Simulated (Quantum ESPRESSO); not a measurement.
# BaZrO3 (Pm-3m) in Quantum ESPRESSO: reference runs

Reference runs on BaZrO3: the cell as given.

Everything below comes from runs of Quantum ESPRESSO 7.5. Logs are shortened: lines on timing, memory, paths and dates and some standing lists are left out, and cuts for length are marked.

## (1) Starting point

Symmetry: Pm-3m, No. 221, cubic system. The conventional cell has a = 4.191 Å, b = 4.191 Å, c = 4.191 Å, α = 90.00°, β = 90.00°, γ = 90.00°. Ba (site symmetry m-3m) has 12 O at 2.96 Å as nearest neighbours. Zr (site symmetry m-3m) is surrounded by 6 O at 2.10 Å. O (site symmetry 4/mmm) has 2 Zr at 2.10 Å as nearest neighbours.

## (2) Single point, PBEsol

The input, pw.in:

```
&CONTROL
  calculation = 'scf'
  prefix = 'pwscf'
  outdir = './tmp'
  pseudo_dir = './pseudo'
  tprnfor = .true.
  tstress = .true.
  disk_io = 'low'
/
&SYSTEM
  ibrav = 0
  nat = 5
  ntyp = 3
  ecutwfc = 45
  ecutrho = 360
  nbnd = 28
  occupations = 'smearing'
  smearing = 'fd'
  degauss = 0.00367493
/
&ELECTRONS
  conv_thr = 1d-09
  electron_maxstep = 120
  mixing_beta = 0.5
/
ATOMIC_SPECIES
Ba   137.3270 ba_pbesol_v1.uspp.F.UPF
Zr    91.2240 zr_pbesol_v1.uspp.F.UPF
O     15.9990 o_pbesol_v1.2.uspp.F.UPF
CELL_PARAMETERS angstrom
   4.1913400000    0.0000000000    0.0000000000
   0.0000000000    4.1913400000    0.0000000000
   0.0000000000    0.0000000000    4.1913400000
ATOMIC_POSITIONS crystal
Ba     0.0000000000    0.0000000000    0.0000000000
Zr     0.5000000000    0.5000000000    0.5000000000
O      0.5000000000    0.5000000000    0.0000000000
O      0.5000000000    0.0000000000    0.5000000000
O      0.0000000000    0.5000000000    0.5000000000
K_POINTS automatic
6 6 6 0 0 0
```

The input, pp_density.in:

```
&INPUTPP
  prefix = 'pwscf'
  outdir = './tmp'
  filplot = 'density.dat'
  plot_num = 0
/
&PLOT
  nfile = 1
  filepp(1) = 'density.dat'
  iflag = 3
  output_format = 6
  fileout = 'density.cube'
/
```

The input, pp_potential.in:

```
&INPUTPP
  prefix = 'pwscf'
  outdir = './tmp'
  filplot = 'potential.dat'
  plot_num = 11
/
&PLOT
  nfile = 1
  filepp(1) = 'potential.dat'
  iflag = 3
  output_format = 6
  fileout = 'potential.cube'
/
```

Potentials or basis: GBRV 1.5 PBEsol.

On the command line:

```console
OMP_NUM_THREADS=1 mpirun -n 2 pw.x -nk 2 -in pw.in > pw.out
OMP_NUM_THREADS=1 mpirun -n 1 pp.x -in pp_density.in > pp_density.out
OMP_NUM_THREADS=1 mpirun -n 1 pp.x -in pp_potential.in > pp_potential.out
```

pw.out:

```text
This program is part of the open-source Quantum ESPRESSO suite
     for quantum simulation of materials; please cite
[... 13 lines left out ...]
     --------------------
     sticks:   dense  smooth     PW     G-vecs:    dense   smooth      PW
     Sum        1789     885    277                57363    20341    3407

     Using Slab Decomposition

     bravais-lattice index     =            0
     lattice parameter (alat)  =       7.9205  a.u.
     unit-cell volume          =     496.8843 (a.u.)^3
     number of atoms/cell      =            5
     number of atomic types    =            3
     number of electrons       =        40.00
     number of Kohn-Sham states=           28
     kinetic-energy cutoff     =      45.0000  Ry
     charge density cutoff     =     360.0000  Ry
     scf convergence threshold =      1.0E-09
     mixing beta               =       0.5000
     number of iterations used =            8  plain     mixing
     Exchange-correlation= SLA  PW   PSX  PSC
                           (   1   4  10   8   0   0   0)

     celldm(1)=   7.920485  celldm(2)=   0.000000  celldm(3)=   0.000000
     celldm(4)=   0.000000  celldm(5)=   0.000000  celldm(6)=   0.000000

     crystal axes: (cart. coord. in units of alat)
               a(1) = (   1.000000   0.000000   0.000000 )
               a(2) = (   0.000000   1.000000   0.000000 )
               a(3) = (   0.000000   0.000000   1.000000 )

     reciprocal axes: (cart. coord. in units 2 pi/alat)
               b(1) = (  1.000000  0.000000  0.000000 )
               b(2) = (  0.000000  1.000000  0.000000 )
               b(3) = (  0.000000  0.000000  1.000000 )

     PseudoPot. # 1 for Ba read from file:
     ba_pbesol_v1.uspp.F.UPF
     Pseudo is Ultrasoft + core correction, Zval = 10.0
     Generated by new atomic code, or converted to UPF format
     Using radial grid of  907 points,  7 beta functions with:
                l(1) =   0
                l(2) =   0
                l(3) =   1
                l(4) =   1
                l(5) =   2
                l(6) =   2
                l(7) =   3
     Q(r) pseudized with  6 coefficients,  rinner =    1.700   1.700   1.700
                                                       1.700   1.700   1.700
                                                       1.700

     PseudoPot. # 2 for Zr read from file:
     zr_pbesol_v1.uspp.F.UPF
     Pseudo is Ultrasoft + core correction, Zval = 12.0
     Generated by new atomic code, or converted to UPF format
     Using radial grid of  887 points,  6 beta functions with:
                l(1) =   0
                l(2) =   0
                l(3) =   1
                l(4) =   1
                l(5) =   2
                l(6) =   2
     Q(r) pseudized with  6 coefficients,  rinner =    1.200   1.200   1.200
                                                       1.200   1.200

     PseudoPot. # 3 for O  read from file:
     o_pbesol_v1.2.uspp.F.UPF
     Pseudo is Ultrasoft + core correction, Zval =  6.0
     Generated by new atomic code, or converted to UPF format
     Using radial grid of  737 points,  5 beta functions with:
                l(1) =   0
                l(2) =   0
                l(3) =   1
                l(4) =   1
                l(5) =   2
     Q(r) pseudized with  8 coefficients,  rinner =    0.900   0.900   0.900
                                                       0.900   0.900

     atomic species   valence    mass     pseudopotential
     Ba               10.00   137.32700     Ba( 1.00)
     Zr               12.00    91.22400     Zr( 1.00)
     O                 6.00    15.99900     O ( 1.00)

     48 Sym. Ops., with inversion, found

   Cartesian axes

     site n.     atom                  positions (alat units)
         1        Ba     tau(   1) = (   0.0000000   0.0000000   0.0000000  )
         2        Zr     tau(   2) = (   0.5000000   0.5000000   0.5000000  )
         3        O      tau(   3) = (   0.5000000   0.5000000   0.0000000  )
         4        O      tau(   4) = (   0.5000000   0.0000000   0.5000000  )
         5        O      tau(   5) = (   0.0000000   0.5000000   0.5000000  )

     number of k points=    20  Fermi-Dirac smearing, width (Ry)=  0.0037
                       cart. coord. in units 2pi/alat
        k(    1) = (   0.0000000   0.0000000   0.0000000), wk =   0.0092593
        k(    2) = (   0.0000000   0.0000000   0.1666667), wk =   0.0555556
        k(    3) = (   0.0000000   0.0000000   0.3333333), wk =   0.0555556
        k(    4) = (   0.0000000   0.0000000  -0.5000000), wk =   0.0277778
        k(    5) = (   0.0000000   0.1666667   0.1666667), wk =   0.1111111
        k(    6) = (   0.0000000   0.1666667   0.3333333), wk =   0.2222222
[... 12 lines left out ...]
        k(   19) = (   0.3333333  -0.5000000  -0.5000000), wk =   0.0555556
        k(   20) = (  -0.5000000  -0.5000000  -0.5000000), wk =   0.0092593

     Dense  grid:    57363 G-vectors     FFT dimensions: (  48,  48,  48)

     Smooth grid:    20341 G-vectors     FFT dimensions: (  36,  36,  36)

     Check: negative core charge=   -0.000001

     Initial potential from superposition of free atoms

     starting charge      39.9842, renormalised to      40.0000

     negative rho (up, down):  1.547E-01 0.000E+00
     Starting wfcs are   38 randomized atomic wfcs

     Self-consistent Calculation

     iteration #  1     ecut=    45.00 Ry     beta= 0.50
     Davidson diagonalization with overlap
     ethr =  1.00E-02,  avg # of iterations =  2.0

     negative rho (up, down):  1.543E-01 0.000E+00

     total energy              =    -266.22193598 Ry
     estimated scf accuracy    <       1.46598922 Ry

     iteration #  2     ecut=    45.00 Ry     beta= 0.50
     Davidson diagonalization with overlap
     ethr =  3.66E-03,  avg # of iterations =  2.9

     negative rho (up, down):  1.536E-01 0.000E+00

     total energy              =    -266.62536248 Ry
     estimated scf accuracy    <       0.87816908 Ry
[... 64 lines left out ...]
     iteration # 10     ecut=    45.00 Ry     beta= 0.50
     Davidson diagonalization with overlap
     ethr =  6.10E-10,  avg # of iterations =  2.1

     negative rho (up, down):  1.532E-01 0.000E+00

     total energy              =    -266.78582023 Ry
     estimated scf accuracy    <          7.5E-09 Ry

     iteration # 11     ecut=    45.00 Ry     beta= 0.50
     Davidson diagonalization with overlap
     ethr =  1.87E-11,  avg # of iterations =  2.8

     negative rho (up, down):  1.532E-01 0.000E+00

     End of self-consistent calculation

          k = 0.0000 0.0000 0.0000 (  2517 PWs)   bands (ev):

   -37.0781 -15.3392 -15.2893 -15.2893 -15.2893  -6.4479  -6.1554  -6.1554
    -0.4800  -0.4800  -0.4800   8.3384   8.3384   8.3384   8.7776   8.7776
     8.7776   9.5821   9.5821   9.5821  12.9378  12.9378  12.9378  14.4175
    14.4175  15.5827  17.2838  17.2839

          k = 0.0000 0.0000 0.1667 (  2529 PWs)   bands (ev):

   -37.0774 -15.4597 -15.2875 -15.2875 -15.2165  -6.4549  -6.1491  -5.9682
    -0.4620  -0.4620  -0.4271   7.8891   8.2450   8.2450   8.5319   8.5319
     8.5840   8.9226   9.4946   9.4946  13.0235  13.5495  13.5495  14.8441
    14.8550  16.1728  17.2843  18.1058

          k = 0.0000 0.0000 0.3333 (  2529 PWs)   bands (ev):

   -37.0759 -15.6072 -15.2838 -15.2838 -15.1591  -6.5631  -6.1363  -5.4649
    -0.4256  -0.4256  -0.3223   6.7314   8.0107   8.0107   8.1694   8.1694
     8.2146   8.2467   9.3866   9.3866  13.2156  14.7749  14.7749  15.7306
    15.8452  17.2787  17.4183  17.5345
[... 31 lines left out ...]
   -37.0738 -15.5459 -15.4727 -15.2786 -15.1867  -6.3523  -5.5665  -5.5382
    -0.5480  -0.4057  -0.3415   6.4951   6.6667   6.7472   7.6378   7.6598
     8.4510   8.8190   9.1012   9.4711  14.8659  14.8996  15.3107  16.8785
    16.9675  17.3916  18.0886  18.4352

          k = 0.0000 0.3333-0.5000 (  2538 PWs)   bands (ev):

   -37.0730 -15.5742 -15.4713 -15.2768 -15.2081  -6.3329  -5.5783  -5.2862
    -0.5259  -0.4911  -0.3125   6.0783   6.2620   6.6841   7.4931   7.5256
     8.6703   8.7456   9.0544   9.5632  14.9240  15.4616  15.8855  16.6274
    17.2296  18.1498  18.5012  18.5219

          k = 0.0000-0.5000-0.5000 (  2544 PWs)   bands (ev):

   -37.0723 -15.5310 -15.5310 -15.2751 -15.2423  -6.2858  -5.3209  -5.3209
    -0.5593  -0.5593  -0.2796   5.9909   6.0347   6.1094   7.3671   7.3671
     8.8652   8.8652   9.0056   9.7278  15.4666  15.4666  16.2600  16.3133
    17.5068  18.6258  19.0784  19.0784

          k = 0.1667 0.1667 0.1667 (  2557 PWs)   bands (ev):

   -37.0760 -15.4828 -15.3500 -15.3500 -15.1633  -6.2685  -5.9441  -5.9441
    -0.5202  -0.5202  -0.2725   7.3354   7.9136   7.9136   7.9467   7.9467
     8.5114   9.0088   9.1027   9.1027  13.9488  13.9488  14.0578  15.6956
    15.6956  16.6607  18.3654  18.4106

          k = 0.1667 0.1667 0.3333 (  2544 PWs)   bands (ev):

   -37.0745 -15.5621 -15.3652 -15.3459 -15.1641  -6.2640  -5.9226  -5.5091
    -0.5487  -0.5142  -0.2677   6.6668   7.0603   7.5747   7.6634   7.8606
     8.3960   8.9130   9.0291   9.0475  14.1828  14.8288  15.0016  16.4591
    16.5872  17.1304  18.0309  18.2429
[... 10 lines left out ...]
   -37.0730 -15.5287 -15.4704 -15.3469 -15.1890  -6.1064  -5.5585  -5.5171
    -0.6258  -0.6035  -0.3257   6.5409   6.6657   6.8180   7.4817   7.5002
     8.1909   8.8698   9.0603   9.4480  15.0489  15.0677  15.4533  16.9809
    17.0720  17.4240  17.6959  18.4024

          k = 0.1667 0.3333-0.5000 (  2534 PWs)   bands (ev):

   -37.0723 -15.5619 -15.4690 -15.3411 -15.2092  -6.0842  -5.5492  -5.2732
    -0.6610  -0.5931  -0.4109   6.0799   6.4694   6.6983   7.3905   7.4394
     8.2211   8.9355   9.0041   9.5574  15.1364  15.6010  15.9776  16.6716
    17.3872  17.7007  17.8688  18.6922

          k = 0.1667-0.5000-0.5000 (  2524 PWs)   bands (ev):

   -37.0716 -15.5284 -15.5284 -15.3392 -15.2330  -6.0327  -5.2932  -5.2932
    -0.6704  -0.6704  -0.4788   6.0388   6.1264   6.3243   7.3450   7.3450
     8.1842   9.0739   9.0739   9.7422  15.6322  15.6322  16.2216  16.4174
    17.6591  18.0089  18.0089  19.4736

          k = 0.3333 0.3333 0.3333 (  2509 PWs)   bands (ev):

   -37.0716 -15.4978 -15.4656 -15.4656 -15.2026  -5.6551  -5.4734  -5.4734
    -0.7798  -0.7798  -0.4996   6.6343   6.6656   6.6656   7.0721   7.3323
     7.3323   9.3009   9.3009   9.5109  15.5294  15.5294  15.5900  17.0518
    17.1659  17.1659  17.9794  17.9794

          k = 0.3333 0.3333-0.5000 (  2528 PWs)   bands (ev):

   -37.0709 -15.5365 -15.4653 -15.4633 -15.2123  -5.5941  -5.4508  -5.2476
    -0.8562  -0.7913  -0.6559   6.0874   6.6666   6.8169   6.8315   7.2739
     7.3892   9.3158   9.4739   9.6064  15.5644  15.8230  16.2567  16.4009
    17.0313  17.2782  18.0011  18.6955

          k = 0.3333-0.5000-0.5000 (  2512 PWs)   bands (ev):

   -37.0701 -15.5234 -15.5234 -15.4619 -15.2143  -5.4946  -5.2351  -5.2351
    -0.8873  -0.8873  -0.8333   6.0468   6.1524   6.7852   6.9550   7.2889
     7.2889   9.5322   9.5322   9.7711  15.8705  15.8705  15.9263  16.6802
    16.9549  16.9549  18.2817  19.1675

          k =-0.5000-0.5000-0.5000 (  2512 PWs)   bands (ev):

   -37.0694 -15.5208 -15.5208 -15.5208 -15.2049  -5.2047  -5.2047  -5.2047
    -0.9936  -0.9936  -0.9936   6.0508   6.0508   6.2613   7.2575   7.2575
     7.2575   9.7858   9.7858   9.7858  15.7752  15.7752  15.7752  16.7755
    16.7755  16.7755  19.0565  19.0565

     the Fermi energy is    10.9812 ev

!    total energy              =    -266.78582023 Ry
     estimated scf accuracy    <          1.0E-10 Ry
     smearing contrib. (-TS)   =      -0.00000000 Ry
     internal energy E=F+TS    =    -266.78582023 Ry

     The total energy is F=E-TS. E is the sum of the following terms:
     one-electron contribution =     -51.29360894 Ry
     hartree contribution      =      49.67203147 Ry
     xc contribution           =     -67.17528579 Ry
     ewald contribution        =    -197.98895697 Ry

     convergence has been achieved in  11 iterations

     negative rho (up, down):  1.532E-01 0.000E+00

     Forces acting on atoms (cartesian axes, Ry/au):

     atom    1 type  1   force =     0.00000000    0.00000000    0.00000000
     atom    2 type  2   force =     0.00000000    0.00000000    0.00000000
     atom    3 type  3   force =     0.00000000    0.00000000    0.00000000
     atom    4 type  3   force =     0.00000000    0.00000000    0.00000000
     atom    5 type  3   force =     0.00000000    0.00000000    0.00000000

     Total force =     0.000000     Total SCF correction =     0.000000

     Computing stress (Cartesian axis) and pressure

     negative rho (up, down):  1.532E-01 0.000E+00
          total   stress  (Ry/bohr**3)                   (kbar)     P=       -7.51
  -0.00005108   0.00000000   0.00000000           -7.51        0.00        0.00
   0.00000000  -0.00005108   0.00000000            0.00       -7.51        0.00
   0.00000000   0.00000000  -0.00005108            0.00        0.00       -7.51

=------------------------------------------------------------------------------=
   JOB DONE.
=------------------------------------------------------------------------------=
```

Wall time 21 s (2 MPI ranks of Intel Xeon 6975P-C (Granite Rapids), shared host); peak memory 0.52 GiB.

What came out:

```
Free energy            : -3629.8060 eV
Pressure               : -0.8 GPa
Band gap on the k mesh : 3.15 eV, indirect (least direct gap 3.36 eV)
```

Caveat: spin-orbit coupling is left out, which moves the levels of the heavy elements. A k mesh can miss the band edges.
